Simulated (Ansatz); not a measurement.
Write the native input for Ansatz 0.2.0 that does the following.

- Task: band structure
- Functional: PBEsol
- Potentials or basis: all-electron LAPW, scalar-relativistic
- Cutoff: 218 eV (chosen from the basis error)
- Basis error allowed: 0.001 eV/atom
- k mesh: 8 × 8 × 8
- Occupations: fermi-dirac, width 0.05 eV
- Spin: no spin polarisation

Si:

```
Si
1.0
     0.00000    2.72185    2.72185
     2.72185    0.00000    2.72185
     2.72185    2.72185    0.00000
Si
2
Direct
  0.50000 0.50000 0.50000
  0.75000 0.75000 0.75000
```

One way to write it, as run:

input.yaml

```yaml
crystal:
  lattice:
    - [0.0, 2.7218511865, 2.7218511865]
    - [2.7218511865, 0.0, 2.7218511865]
    - [2.7218511865, 2.7218511865, 0.0]
  atoms:
    - { symbol: Si, position: [0.5, 0.5, 0.5] }
    - { symbol: Si, position: [0.75, 0.75, 0.75] }
kpoints:
  mp_grid: { grid: [8, 8, 8] }
  band_path:
    path:
      - [0.0, 0.0, 0.0]
      - [0.5, 0.0, 0.5]
      - [0.5, 0.25, 0.75]
      - [0.375, 0.375, 0.75]
      - [0.0, 0.0, 0.0]
      - [0.5, 0.5, 0.5]
      - [0.625, 0.25, 0.625]
      - [0.5, 0.25, 0.75]
    npoints: 10
scf:
  occupations: { method: fermi_dirac, width: 0.05 }
hamiltonian:
  xc: pbesol
  pseudopotentials: { kind: all_electron, lapw: { basis_error: 0.001 } }
output:
  forces: true
  stress: true
  eigenvalues: true
```

Potentials or basis: all-electron LAPW, scalar-relativistic.

Command:

```sh
$ ansatz run input.yaml --threads 1 --pin off --max-ram 3072MiB --backend cpu --events-out ev --progress --plain --runs-dir out
```

Results of the run:

```
Pressure                : -0.6 GPa
Band gap on the k mesh  : 0.52 eV, indirect (least direct gap 2.52 eV)
Band gap along the path : 0.49 eV, indirect (least direct gap 2.52 eV)
```

It took 9.4 s on 1 thread of Arm Neoverse N1, with other jobs on the host, peak memory 0.22 GiB.
